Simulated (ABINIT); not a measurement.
# SiC (Moissanite) (P6_3mc) in ABINIT: notebook

One crystal, SiC (Moissanite), is run at these levels: PBE; tasks: band structure.

Program: ABINIT 10.8.3 (patched build). These are calculated values, not measurements. Logs are shortened: lines on timing, memory, paths and dates and some standing lists are left out, and cuts for length are marked. The log counts tension as positive stress, the text compression.

**1. The structure**

It takes space group P6_3mc (No. 186, hexagonal). Conventional cell: a = 3.076 Å, b = 3.076 Å, c = 5.048 Å, α = 90.00°, β = 90.00°, γ = 120.00°. Si (site symmetry 3m) is surrounded by 4 C at 1.87 to 1.94 Å. Around C (site symmetry 3m) lie 4 Si at 1.87 to 1.94 Å.

**2. Band structure, PBE**

Contents of run.abi:

```
# Datasets: ground state, then fixed potential
ndtset 2

# Pseudopotentials
pp_dirpath "./"
pseudos "14_Si_4_1.9_1.9_pbe_n_v1.0.psp8, 06_C_4_1.2_1.2_pbe_n_v1.0.psp8"

# Structure
acell 3.076 3.076 5.048 Angstrom
rprim
     1.0000000000     0.0000000000     0.0000000000
    -0.5000000000     0.8660254038     0.0000000000
     0.0000000000     0.0000000000     1.0000000000
ntypat 2
znucl 14 6
natom 4
typat 1 1 2 2
xred
     0.6666666667     0.3333333333     0.5000000000
     0.3333333333     0.6666666667     0.0000000000
     0.6666666667     0.3333333333     0.8850000000
     0.3333333333     0.6666666667     0.3850000000

# Plane-wave basis
ecut 35.0

# Exchange and correlation
ixc 11

# Bands and occupations
occopt 3
tsmear 0.05 eV

# SCF cycle
nstep 100

# Output
iomode 3
prtwf 0
prteig 0
prtebands 0
prtden1 1
prtvha1 1
prtvclmb1 1
prtpot1 1
prtelf1 1

# Dataset 1
kptopt1 1
ngkpt1 10 10 5
nshiftk1 1
shiftk1 0.0 0.0 0.0
nband1 12
tolvrs1 1.0e-10

# Dataset 2: bands along G-M-K-G-A-L-H-A
iscf2 -2
getden2 1
nband2 18
nbdbuf2 4
tolwfr2 1.0e-11
kptopt2 -7
ndivsm2 5
prteig2 1
kptbounds2
     0.0000000000     0.0000000000     0.0000000000
     0.5000000000     0.0000000000     0.0000000000
     0.3333333333     0.3333333333     0.0000000000
     0.0000000000     0.0000000000     0.0000000000
     0.0000000000     0.0000000000     0.5000000000
     0.5000000000     0.0000000000     0.5000000000
     0.3333333333     0.3333333333     0.5000000000
     0.0000000000     0.0000000000     0.5000000000
```

Potentials or basis: SPMS NC PBE v1.0.

Command:

```sh
abinit run.abi > log 2>&1
```

run.abo:

```text
.Version 10.8.3 of ABINIT
 DATASET    1 : space group P6_3 m c (#186); Bravais hP (primitive hexag.)
================================================================================
 Values of the parameters that define the memory need for DATASET  1.
     intxc =       0    ionmov =       0      iscf =       7    lmnmax =       6
     lnmax =       6     mgfft =      54  mpssoang =       3    mqgrid =    3001
     natom =       4  nloc_mem =       1    nspden =       1   nspinor =       1
    nsppol =       1      nsym =      12    n1xccc =    2501    ntypat =       2
    occopt =       3   xclevel =       2
       mpw =        2798          nfft =       55296          nkpt =          42
================================================================================
================================================================================

 DATASET    2 : space group P6_3 m c (#186); Bravais hP (primitive hexag.)
================================================================================
 Values of the parameters that define the memory need for DATASET  2.
     intxc =       0    ionmov =       0      iscf =      -2    lmnmax =       6
     lnmax =       6     mgfft =      54  mpssoang =       3    mqgrid =    3001
     natom =       4  nloc_mem =       1    nspden =       1   nspinor =       1
    nsppol =       1      nsym =      12    n1xccc =    2501    ntypat =       2
    occopt =       3   xclevel =       2
       mpw =        2802          nfft =       55296          nkpt =          56
================================================================================
================================================================================

--------------------------------------------------------------------------------
------------- Echo of variables that govern the present computation ------------
--------------------------------------------------------------------------------
 -outvars: echo values of preprocessed input variables --------
            acell      5.8127975633E+00  5.8127975633E+00  9.5393374836E+00 Bohr
              amu      2.80855000E+01  1.20110000E+01
             ecut      3.50000000E+01 Hartree
           getden1          0
           getden2          1
             iscf1          7
             iscf2         -2
                       outvar_i_n : Printing only first  50 k-points.
              ixc          11
           jdtset        1    2
                       outvar_i_n : Printing only first  50 k-points.
           kptopt1          1
           kptopt2         -7
         kptrlatt       10    0    0      0   10    0      0    0    5
          kptrlen1     4.76966874E+01
          kptrlen2     3.00000000E+01
            natom           4
            nband1         12
[... 708 lines left out ...]

 ----iterations are completed or convergence reached----

 Mean square residual over all n,k,spin=   52.405E-13; max=  99.946E-13
 reduced coordinates (array xred) for    4 atoms
       0.666666666667      0.333333333333      0.500000000000
       0.333333333333      0.666666666667      0.000000000000
       0.666666666667      0.333333333333      0.885000000000
       0.333333333333      0.666666666667      0.385000000000

 cartesian coordinates (angstrom) at end:
    1      1.53800000000000     0.88796471402960     2.52400000000000
    2     -0.00000000000000     1.77592942805920     0.00000000000000
    3      1.53800000000000     0.88796471402960     4.46748000000000
    4     -0.00000000000000     1.77592942805920     1.94348000000000
 length scales=  5.812797563292  5.812797563292  9.539337483582 bohr
              =  3.076000000000  3.076000000000  5.048000000000 angstroms
 Eigenvalues (hartree) for nkpt=  56  k points:
 kpt#   1, nband= 18, wtk=  1.00000, kpt=  0.0000  0.0000  0.0000 (reduced coord)
  -0.31499   -0.18632   -0.05664    0.20586    0.20586    0.25297    0.25297    0.26308
   0.43289    0.48422    0.50235    0.50235    0.54057    0.58299    0.58299    0.67978
   0.68195    0.68195
 kpt#   2, nband= 18, wtk=  1.00000, kpt=  0.0556  0.0000  0.0000 (reduced coord)
  -0.31302   -0.18462   -0.05480    0.19412    0.20230    0.24536    0.25186    0.26172
   0.44102    0.48495    0.50034    0.50693    0.54443    0.57823    0.58829    0.65894
   0.67654    0.67782
 kpt#   3, nband= 18, wtk=  1.00000, kpt=  0.1111  0.0000  0.0000 (reduced coord)
  -0.30712   -0.17958   -0.04934    0.16462    0.19304    0.22466    0.24821    0.25742
   0.44992    0.48817    0.50463    0.51940    0.54295    0.57682    0.60247    0.62830
   0.66710    0.67315
 kpt#   4, nband= 18, wtk=  1.00000, kpt=  0.1667  0.0000  0.0000 (reduced coord)
  -0.29738   -0.17139   -0.04047    0.12655    0.18084    0.19554    0.24203    0.24950
   0.43644    0.50294    0.51895    0.52331    0.53507    0.59360    0.60662    0.62021
   0.66742    0.67158
 kpt#   5, nband= 18, wtk=  1.00000, kpt=  0.2222  0.0000  0.0000 (reduced coord)
[... 193 lines left out ...]
   0.47155    0.47155    0.51538    0.51538    0.57256    0.57256    0.60949    0.60949
   0.75329    0.76013
 kpt#  54, nband= 18, wtk=  1.00000, kpt=  0.0606  0.0606  0.5000 (reduced coord)
  -0.26453   -0.26453    0.10131    0.10131    0.19897    0.19897    0.21762    0.21762
   0.48116    0.48116    0.51074    0.51074    0.54951    0.54951    0.60693    0.60693
   0.76735    0.76764
 kpt#  55, nband= 18, wtk=  1.00000, kpt=  0.0303  0.0303  0.5000 (reduced coord)
  -0.26964   -0.26964    0.09986    0.09986    0.21941    0.21941    0.22512    0.22512
   0.47754    0.47754    0.51943    0.51943    0.53219    0.53219    0.60069    0.60069
   0.78575    0.78964
 kpt#  56, nband= 18, wtk=  1.00000, kpt=  0.0000  0.0000  0.5000 (reduced coord)
  -0.27135   -0.27135    0.09920    0.09920    0.22757    0.22757    0.22757    0.22757
   0.47282    0.47282    0.52681    0.52681    0.52681    0.52681    0.59555    0.59555
   0.80622    0.80734

== END DATASET(S) ==============================================================
================================================================================

 -outvars: echo values of variables after computation  --------
            acell      5.8127975633E+00  5.8127975633E+00  9.5393374836E+00 Bohr
           etotal1    -2.0511807688E+01
            fcart1    -0.0000000000E+00 -0.0000000000E+00  1.4781925398E-02
                      -0.0000000000E+00 -0.0000000000E+00  1.4781925398E-02
                      -3.7058166142E-28 -2.1395542198E-28 -1.4781925398E-02
                       3.7058166142E-28  2.1395542198E-28 -1.4781925398E-02
            rprim      1.0000000000E+00  0.0000000000E+00  0.0000000000E+00
                      -5.0000000000E-01  8.6602540380E-01  0.0000000000E+00
                       0.0000000000E+00  0.0000000000E+00  1.0000000000E+00
           strten1    -1.6323680615E-04 -1.6323680634E-04  4.7207780944E-06
                       0.0000000000E+00  0.0000000000E+00  0.0000000000E+00
           xangst      1.5380000000E+00  8.8796471403E-01  2.5240000000E+00
                      -2.8748683756E-17  1.7759294281E+00  0.0000000000E+00
                       1.5380000000E+00  8.8796471403E-01  4.4674800000E+00
                      -2.8748683756E-17  1.7759294281E+00  1.9434800000E+00
             xred      6.6666666667E-01  3.3333333333E-01  5.0000000000E-01
                       3.3333333333E-01  6.6666666667E-01  0.0000000000E+00
                       6.6666666667E-01  3.3333333333E-01  8.8500000000E-01
                       3.3333333333E-01  6.6666666667E-01  3.8500000000E-01
 Calculation completed.
```

It took 80 s on 1 thread of Arm Neoverse V1, shared host; peak memory 0.11 GiB.

Results:

* Free energy: -558.1547 eV
* Pressure: 3.2 GPa
* Largest force: 0.760 eV/Å
* Band gap on the k mesh: 2.49 eV, indirect (least direct gap 4.08 eV)
* Band gap along the path: 2.33 eV, indirect (least direct gap 4.08 eV)
* Valence electrons inside the program's atomic spheres: Si 1.95; C 4.25

Forces on the atoms (eV/Å):
```
Si   0.000  0.000  0.760
Si   0.000  0.000  0.760
C    0.000  0.000 -0.760
C    0.000  0.000 -0.760
```

Stress tensor (GPa, compression positive):
```
 4.80  0.00  0.00
 0.00  4.80  0.00
 0.00  0.00 -0.14
```

Levels at the corners of the path, in eV from the valence-band top:
| point | band 6 | band 7 | band 8 | band 9 | band 10 | band 11 |
| --- | --- | --- | --- | --- | --- | --- |
| Γ | -0.28 | -0.28 | 0.00 | 4.62 | 6.02 | 6.51 |
| M | -3.55 | -3.26 | -1.49 | 2.60 | 4.20 | 6.75 |
| K | -4.12 | -4.04 | -4.04 | 2.33 | 7.99 | 8.65 |
| Γ | -0.28 | -0.28 | 0.00 | 4.62 | 6.02 | 6.51 |
| A | -0.97 | -0.97 | -0.97 | 5.71 | 5.71 | 7.18 |
| L | -2.69 | -2.34 | -2.34 | 3.17 | 3.17 | 5.00 |
| H | -5.86 | -1.75 | -1.75 | 4.82 | 4.82 | 5.98 |
| A | -0.97 | -0.97 | -0.97 | 5.71 | 5.71 | 7.18 |

Caveat: the mesh misses the band edges, which the band path finds closer together. PBE gaps usually lie below the measured ones, often by a third to a half.

**3. Band structure, PBE**

run.abi: that of step 2 with these lines changed.

```diff
@@ -5,3 +5,3 @@
 pp_dirpath "./"
-pseudos "14_Si_4_1.9_1.9_pbe_n_v1.0.psp8, 06_C_4_1.2_1.2_pbe_n_v1.0.psp8"
+pseudos "Si.GGA_PBE-JTH.xml, C.GGA_PBE-JTH.xml"
 
@@ -24,3 +24,5 @@
 # Plane-wave basis
-ecut 35.0
+ecut 19.0
+pawecutdg 38.0
+pawxcdev 0
 
@@ -45,3 +47,2 @@
 prtpot1 1
-prtelf1 1
 
@@ -53,3 +54,3 @@
 nband1 12
-tolvrs1 1.0e-10
+tolvrs1 1.0e-9
```

Potentials or basis: JTH PAW PBE v2.0.

Command:

```sh
abinit run.abi > log 2>&1
```

It took 53 s on 1 thread of Arm Neoverse V1, shared host; peak memory 0.11 GiB.

The run converged. Its results:

- Free energy: -530.5075 eV
- Pressure: 3.1 GPa
- Largest force: 0.740 eV/Å
- Band gap on the k mesh: 2.49 eV, indirect (least direct gap 4.10 eV)
- Band gap along the path: 2.33 eV, indirect (least direct gap 4.10 eV)
- Valence electrons inside the program's atomic spheres: Si 1.67; C 2.58

Forces in eV/Å, atoms in the order of the input:
```
Si   0.000  0.000  0.740
Si   0.000  0.000  0.740
C    0.000  0.000 -0.740
C    0.000  0.000 -0.740
```

Stress tensor (GPa, compression positive):
```
4.70 0.00 0.00
0.00 4.70 0.00
0.00 0.00 0.01
```

Levels at the corners of the path, in eV from the valence-band top:
```csv
point,band 5,band 6,band 7,band 8,band 9,band 10,band 11,band 12
Γ,-1.57,-0.28,-0.28,0.00,4.61,5.98,6.48,6.48
M,-5.46,-3.57,-3.28,-1.51,2.59,4.22,6.72,7.23
K,-6.53,-4.14,-4.06,-4.06,2.33,8.04,8.69,8.69
Γ,-1.57,-0.28,-0.28,0.00,4.61,5.98,6.48,6.48
A,-0.98,-0.98,-0.98,-0.98,5.68,5.68,7.16,7.16
L,-2.71,-2.71,-2.36,-2.36,3.17,3.17,5.00,5.00
H,-5.88,-5.88,-1.77,-1.77,4.82,4.82,6.00,6.00
A,-0.98,-0.98,-0.98,-0.98,5.68,5.68,7.16,7.16
```

Caveat: the mesh misses the band edges, which the band path finds closer together.
